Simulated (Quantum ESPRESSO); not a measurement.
A calculation with Quantum ESPRESSO 7.5 of TiNi (ASE script, Cartesian positions):

File run.py:

```python
import numpy as np
from ase.calculators.espresso import Espresso, EspressoProfile
from ase.io import read

atoms = read('TiNi.xyz')
atoms.set_initial_magnetic_moments([1.0, 1.0])

input_data = {
    'control': {'calculation': 'scf', 'prefix': 'pwscf', 'outdir': './tmp', 'tprnfor': True, 'tstress': True, 'disk_io': 'nowf'},
    'system': {'ecutwfc': 45.0, 'ecutrho': 360.0, 'nbnd': 25, 'occupations': 'smearing', 'smearing': 'fd', 'degauss': 0.00367493, 'nspin': 2},
    'electrons': {'conv_thr': 4e-10, 'electron_maxstep': 120, 'mixing_beta': 0.3},
}
pseudopotentials = {'Ni': 'ni_pbesol_v1.4.uspp.F.UPF', 'Ti': 'ti_pbesol_v1.4.uspp.F.UPF'}
profile = EspressoProfile(command='mpirun -n 2 pw.x -nk 2', pseudo_dir='pseudo')
dft = Espresso(profile=profile, input_data=input_data, pseudopotentials=pseudopotentials, kpts=(9, 9, 9), koffset=(0, 0, 0))
atoms.calc = dft

print(f'energy {atoms.get_potential_energy():.8f} eV')
print('forces (eV/A)')
print(np.round(atoms.get_forces(), 6))
print('stress (eV/A^3, Voigt)')
print(np.round(atoms.get_stress(), 8))
print(f'Fermi level {dft.get_fermi_level():.4f} eV')
```

Contents of TiNi.xyz:

```xyz
2
Lattice="2.9880661300 0.0000000000 0.0000000000 0.0000000000 2.9880661300 0.0000000000 0.0000000000 0.0000000000 2.9880661300" Properties=species:S:1:pos:R:3 pbc="T T T"
Ni     0.0000000000      0.0000000000      0.0000000000
Ti     1.4940330650      1.4940330650      1.4940330650
```

Potentials or basis: GBRV 1.5 PBEsol.

The run is started by

```console
$ OMP_NUM_THREADS=1 python run.py
```

The cell comes from a database or a generator and needn't be the stable form of this composition.

**Question.** Write the same calculation in another form: native input, structure typed inline.

**Answer.** As run:

The input pw.in:

```
&CONTROL
  calculation = 'scf'
  prefix = 'pwscf'
  outdir = './tmp'
  pseudo_dir = './pseudo'
  tprnfor = .true.
  tstress = .true.
  disk_io = 'low'
/
&SYSTEM
  ibrav = 0
  nat = 2
  ntyp = 2
  ecutwfc = 45
  ecutrho = 360
  nbnd = 25
  occupations = 'smearing'
  smearing = 'fd'
  degauss = 0.00367493
  nspin = 2
  starting_magnetization(1) = 0.0556
  starting_magnetization(2) = 0.0833
/
&ELECTRONS
  conv_thr = 4d-10
  electron_maxstep = 120
  mixing_beta = 0.3
/
ATOMIC_SPECIES
Ni    58.6934 ni_pbesol_v1.4.uspp.F.UPF
Ti    47.8670 ti_pbesol_v1.4.uspp.F.UPF
CELL_PARAMETERS angstrom
   2.9880661300    0.0000000000    0.0000000000
   0.0000000000    2.9880661300    0.0000000000
   0.0000000000    0.0000000000    2.9880661300
ATOMIC_POSITIONS crystal
Ni     0.0000000000    0.0000000000    0.0000000000
Ti     0.5000000000    0.5000000000    0.5000000000
K_POINTS automatic
9 9 9 0 0 0
```

Contents of pp_density.in:

```
&INPUTPP
  prefix = 'pwscf'
  outdir = './tmp'
  filplot = 'density.dat'
  plot_num = 0
/
&PLOT
  nfile = 1
  filepp(1) = 'density.dat'
  iflag = 3
  output_format = 6
  fileout = 'density.cube'
/
```

The input pp_potential.in:

```
&INPUTPP
  prefix = 'pwscf'
  outdir = './tmp'
  filplot = 'potential.dat'
  plot_num = 11
/
&PLOT
  nfile = 1
  filepp(1) = 'potential.dat'
  iflag = 3
  output_format = 6
  fileout = 'potential.cube'
/
```

The input pp_spin.in:

```
&INPUTPP
  prefix = 'pwscf'
  outdir = './tmp'
  filplot = 'spin.dat'
  plot_num = 6
/
&PLOT
  nfile = 1
  filepp(1) = 'spin.dat'
  iflag = 3
  output_format = 6
  fileout = 'spin.cube'
/
```

Potentials or basis: GBRV 1.5 PBEsol.

The run is started by

```bash
$ OMP_NUM_THREADS=1 mpirun -n 2 pw.x -nk 2 -in pw.in > pw.out
$ OMP_NUM_THREADS=1 mpirun -n 1 pp.x -in pp_density.in > pp_density.out
$ OMP_NUM_THREADS=1 mpirun -n 1 pp.x -in pp_potential.in > pp_potential.out
$ OMP_NUM_THREADS=1 mpirun -n 1 pp.x -in pp_spin.in > pp_spin.out
```

Both were run:

|  | ASE script, Cartesian positions | native input, structure typed inline |
| --- | --- | --- |
| Pressure | -3.2 GPa | -3.2 GPa |
| Band gap on the k mesh | none (metal or under the smearing width) | none (metal or under the smearing width) |
| Net moment | 0.00 μB per cell | 0.00 μB per cell |
| Absolute moment | 0.00 μB per cell | 0.00 μB per cell |
| Valence electrons inside the program's atomic spheres | Ni 16.98; Ti 9.99 | Ni 16.98; Ti 9.99 |

Keys that steer only the numerical path or the files written may differ.
